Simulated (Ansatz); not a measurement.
# Ir (Fm-3m) in Ansatz: relaxation of cell and atoms with revPBE+D4

Aim: the relaxation of cell and atoms of Ir with revPBE+D4.

Program: Ansatz 0.2.0. These are calculated values, not measurements. Logs are shortened: lines on timing, memory, paths and dates and some standing lists are left out, and cuts for length are marked.

## Step 1: The undisturbed crystal

The structure is cubic, space group Fm-3m (No. 225). Conventional cell: a = 3.831 Å, b = 3.831 Å, c = 3.831 Å, α = 90.00°, β = 90.00°, γ = 90.00°. Ir (site symmetry m-3m) has 12 Ir at 2.71 Å as nearest neighbours.

## Step 2: Relaxation of cell and atoms, revPBE+D4, non-collinear spin, random start (cell strained at random at fixed volume)

The input, input.yaml:

```yaml
crystal:
  lattice:
    - [-0.025218, 1.919024, 1.93745]
    - [1.89197, 0.015526, 1.896705]
    - [1.920331, 1.906641, -0.012835]
  atoms:
    - { symbol: Ir, position: [0.0, 0.0, 0.0], spin: 0.26, spin_axis: [0.334075, -0.61055, -0.718069] }
kpoints:
  mp_grid: { grid: [9, 9, 9] }
scf:
  occupations: { method: fermi_dirac, width: 0.05 }
hamiltonian:
  xc: revpbe
  dispersion: d4
  pseudopotentials: { kind: all_electron, lapw: { basis_error: 0.001 } }
magnetization:
  noncollinear: true
output:
  forces: true
  stress: true
relax:
  f_tol: 0.01
  max_steps: 60
  cell: {}
```

Potentials or basis: all-electron LAPW, scalar-relativistic.

Run with:

```bash
$ ansatz run input.yaml --threads 1 --pin off --max-ram 2560MiB --backend cpu --events-out ev --progress --plain --runs-dir out
```

What it wrote:

```text
Warning: RAYON_NUM_THREADS=1 ignored (pool sized by the plan → 1); use --threads N
The last accepted step is kept in <dir> (removed where the run ends without a failure and the disk answers)
LAPW: plane waves up to 9.094 Å⁻¹, error target 1.0e-3 eV per atom; small_component_spin mean_spin; Ir in spheres of 1.299 Å, 41 of its electrons in bands, Dirac shells [] (how accurate: hamiltonian.pseudopotentials.lapw.basis_error, Limitations)
Engine: ansatz 0.2.0, x86_64-unknown-linux-gnu
Pseudopotentials: kind: all_electron
Pseudopotential: Ir, LAPW, valence charge 41, lapw/all_electron/scalar/gaussian/Ir, Koelling and Harmon's equation, gaussian nucleus
Functional definition: revPBE
  parameter kappa = 1.245
  parameter beta = 0.06672455060314922
  exchange = pbe_x(kappa = kappa, mu = beta*pi^2/3)
  correlation = pbe_c(beta = beta)
this run first makes a single point of its starting geometry on two collinear spin channels, or without spin where it has no moments, for its own SCFs to start from. `scf.lower_state_search: off` leaves that single point out
Crystal: 1 atoms, lattice volume = 14.059 Å³
Basis set: ecut = 315.08495040219776 eV, 169 PW (Γ), exchange–correlation at level 2
Bands: 25, of which v1, the nominal top of the filled ones, is band 21 counted from 1 (20 counted from 0)
Symmetry: 2 space group operations
Space group: P-1 (ITA 2), of the structure as read, at distance tolerance 2.4e-5 Å
Magnetic group: BNS 2.4 (UNI 4), of the structure as read, at distance tolerance 2.4e-5 Å
k-points: 365 of 729
Non-local potential: Ir, projectors of the file, none
Initial density: superposition of atomic densities (chi_scale 0.1, normalization cell)
Starting moments: Σ|m| = 0.26 μB on 1 of 1 site
Initial wavefunctions: plane waves of lowest kinetic energy (no species holds an atomic orbital)
Functional: x = revpbe(κ = 1.245, μ = 0.2195149727645171), c = pbe(β = 0.06672455060314922)
iter 1 solved again at ethr=5.79e-5 eV; its pass at ethr=1.00e-1 eV (dr2=2.37e-2 eV) is discarded
SCF iter   1: F=—  HF=-485037.006708 eV  |F-HF|=—  |Δ(HF+E_count)|=         —  Δρ=1.61e-2 (↑1.09e-2 ↓1.61e-2)  dr2=2.39e-2  dr2_m=1.21e-2  M=-0.014 μB ∫|m|=0.017 μB  β_m=0.30  ethr=5.79e-5  ⟨swp⟩=3.0  Hψ=118080  notcnv=0
Mixer restart at iter 1: flushing history
preconditioner: auto → none  [metal: Δε(μ)=0.006 eV  Ē_g=14.392 eV  σ=0.050 eV  W_gap=0.03  n_scr=8 (ndim 8)  ℏωp=29.7 eV  f_vac=0.000  D(μ)=0.51/eV (n_scr^D=0)  sad-step TF]
SCF iter   2: F=—  HF=-485037.007131 eV  |F-HF|=—  |Δ(HF+E_count)|=   4.23e-4  Δρ=1.13e-2 (↑7.77e-3 ↓1.13e-2)  dr2=1.26e-2  dr2_m=6.18e-3  M=-0.011 μB ∫|m|=0.013 μB  β_m=0.51  ethr=5.79e-5  ⟨swp⟩=2.0  Hψ=52813  notcnv=0
SCF iter   3: F=—  HF=-485037.027386 eV  |F-HF|=—  |Δ(HF+E_count)|=   2.03e-2  Δρ=3.29e-3 (↑2.30e-3 ↓3.29e-3)  dr2=1.70e-3  dr2_m=4.00e-4  M=-0.004 μB ∫|m|=0.004 μB  β_m=0.55  ethr=3.08e-5  ⟨swp⟩=2.0  Hψ=55208  notcnv=0
iter 4 solved again at ethr=3.59e-7 eV; its pass at ethr=4.15e-6 eV (dr2=1.47e-4 eV) is discarded
SCF iter   4: F=—  HF=-485037.029340 eV  |F-HF|=—  |Δ(HF+E_count)|=         —  Δρ=6.94e-4 (↑5.36e-4 ↓6.94e-4)  dr2=1.47e-4  dr2_m=6.31e-6  M=-0.001 μB ∫|m|=0.001 μB  β_m=0.61  ethr=3.59e-7  ⟨swp⟩=2.0  Hψ=89346  notcnv=0
the basis was enlarged: its passes take 438.4 KiB over the memory plan, 2 of 2 planned eigensolver slots
SCF iter   5: F=—  HF=-485037.029462 eV  |F-HF|=—  |Δ(HF+E_count)|=   1.21e-4  Δρ=1.18e-4 (↑1.13e-4 ↓1.18e-4)  dr2=6.37e-6  dr2_m=5.36e-8  M=-0.000 μB ∫|m|=0.000 μB  β_m=0.74  ethr=3.59e-7  ⟨swp⟩=2.0  Hψ=52336  notcnv=0
SCF iter   6: F=—  HF=-485037.029469 eV  |F-HF|=—  |Δ(HF+E_count)|=   6.95e-6  Δρ=7.37e-6 (↑3.88e-6 ↓7.37e-6)  dr2=4.50e-9  dr2_m=2.80e-9  M=-0.000 μB ∫|m|=0.000 μB  β_m=0.83  ethr=1.55e-8  ⟨swp⟩=2.1  Hψ=52395  notcnv=0
[... 67 lines left out ...]
the starting moments were not kept: the SCF closed with an absolute magnetisation of 4.0e-10 μB, where they sum to 0.26 μB in size (1 site). That is at most 0.1 of that sum. Measured as dr2_m measures the in/out step, that magnetisation stands 2.6e-20 eV from none, at or under the dr2_threshold of 1.0e-7 eV: it is no larger than a step whose dr2_m would equal this threshold.
SCF 6 converged in 2 iterations: F = -485037.044710 eV  dr2 = 8.03e-9
relax step   5: F+E_penalty+E_count = -485037.04471041 eV  Δ(F+E_penalty+E_count) = -5.878e-6 eV  max|allowed force component| = 0.000e0 eV/Å  Δτ_max = 0.0000 Å  P = -0.010 GPa  Ω = 13.975 Å³  stress off target by 2.40e-2 GPa  SCF on the basis re-selected at this cell (its energy is not comparable with the rows above)  (2 SCF iters)
basis re-selected at this cell: Δ(F+E_penalty+E_count) = -5.878e-6 eV, ΔP = -0.000 GPa vs the last step (what re-selecting the basis moved, after the strain that the cell walked since its last selection, with what the two solves' SCF thresholds leave and, on support functions, any second-order correction that the steps lacked; it is no measure of the basis error at this ecutwfc). This SCF's stress stands 2.40e-2 GPa from its target on what of the cell is left free (relax.cell.stress_tol is 5.00e-2 GPa) and its largest allowed force component is 0.00e0 eV/Å (relax.f_tol is 1.00e-2 eV/Å): within both
SCF converged after 2 iterations
Stability not checked: this state was not tested for a lower state beside it, because this non-collinear magnet's GGA is evaluated by the locally collinear projection, under which the energy is not smooth in the magnetisation (locally_collinear_gga; see scf.lower_state_search)
Magnetization: |M| = 0.0000 μB,  M = (-0.0000, +0.0000, +0.0000) μB
Absolute magnetization: 0.0000 μB (∫|m|)
Moment direction: held on its axis by an average over the rotations of spin about it
  site 0: m = (-0.0000, +0.0000, +0.0000) μB, |m| = 0.0000 μB  (R = 1.30 Å)
Free energy (F): -485037.044710 eV
Harris-Foulkes:  -485037.044710 eV  (|F-HF|=1.92e-9)
Internal energy: -485037.040887 eV  (E = F + TS)
E sigma→0 (E₀):  -485037.042799 eV
Entropy (-TS):   -0.003823 eV (-3.823 meV/atom)
Fermi energy:    32.430498 eV
--- Per-component energies (eV) ---
  E_band       = -2845.840561
  E_kinetic    = 548847.426387
  E_xc         = -9485.510475
  E_electrostatic = -1024397.456259  (all electrons and nuclei)
  E_disp       = -1.500540  (pairwise vdW)
  E_smearing   = -0.003823  (= −TS)
  E_closure    = -0.000000  (closes the sum)
  E_atoms      = -485026.816086  (free atoms, spherical and without spin; not in F)
  Σ components = -485037.044710   (vs F -485037.044710, Δ=0.00e0)
  Basis errors (estimates in eV, not in F): energy 2.7e-4 per atom: plane waves 2.2e-4 (1.2e-4 summed), levels above the bands 3.9e-107, relativity 1.3e-7, radial functions 4.3e-5, core shells 1.6e-6; eigenvalues (radial functions only) 1.6e-6; not estimated: angular momenta, meshes, grids; target (lapw.basis_error) 1.0e-3; muffin-tin radii Ir 1.297 Å
--- Forces (eV/Å), atoms counted from 1 ---
  atom   1  Ir     0.00000000     0.00000000     0.00000000
  max |Σ_I F_I| component: 0.00e0 eV/Å
--- Stress (GPa, compression-positive) ---
       -0.015249       0.000129       0.001249
        0.000129       0.010034      -0.000202
        0.001249      -0.000202      -0.023772
  P = ⅓ Tr σ = -0.0097 GPa (-0.097 kbar)
--- Relaxed structure (4 steps of the walk, 3 accepted, 1 SCFs on fresh bases) ---
  F+E_penalty+E_count = -485037.04471041 eV   max|allowed force component| = 0.000e0 eV/Å   (the final SCF, on the basis selected at the relaxed cell)
  cell:  # Å, volume = 13.9754 Å³
    - [-2.780092621539748e-6, 1.9117267767960129, 1.9118738341423032]
    - [1.9118336403789948, -7.664979675189171e-7, 1.9118691900914337]
    - [1.9118358403519011, 1.9117267978082713, -2.330969759049145e-6]
  atoms:
    - { symbol: Ir, position: [0.0, 0.0, 0.0] }
```

Run time: 19 min. Hardware: 1 thread of Intel Xeon Platinum 8375C at 2.90GHz (Ice Lake), shared host; peak memory 1.8 GiB.

Results:

```yaml
Free_energy: -485037.0447 eV
Relaxed_volume: 13.98 Å³/atom
Relaxed_cell: a = 2.704 Å, b = 2.704 Å, c = 2.704 Å, α = 60.00°, β = 60.00°, γ = 60.00°
Space_group_after_relaxing_to_0.05_Å: Fm-3m (No. 225)
Energy_gained_by_relaxing: 15.2 meV/atom
Ionic_steps: 4
Pressure_after_relaxing: 0.0 GPa
Net_moment: 0.00 μB per cell
Absolute_moment: 0.00 μB per cell
```

The path:
| step | energy change (eV) | largest force (eV/Å) | volume (Å³) |
| --- | --- | --- | --- |
| 1 | 0.0000 | 0.0000 | 14.06 |
| 2 | -0.0150 | 0.0000 | 14.00 |
| 3 | -0.0152 | 0.0000 | 13.98 |
| 4 | -0.0152 | 0.0000 | 13.98 |

Final structure:
```xyz
1
Lattice="0.0000 1.9117 1.9119 1.9118 0.0000 1.9119 1.9118 1.9117 0.0000" Properties=species:S:1:pos:R:3 pbc="T T T"
Ir    0.0000    0.0000    0.0000
```

Moments on the atoms (μB; x, y, z):
```
Ir  0.00 0.00 0.00
```

Caveat: the starting moments weren't kept.
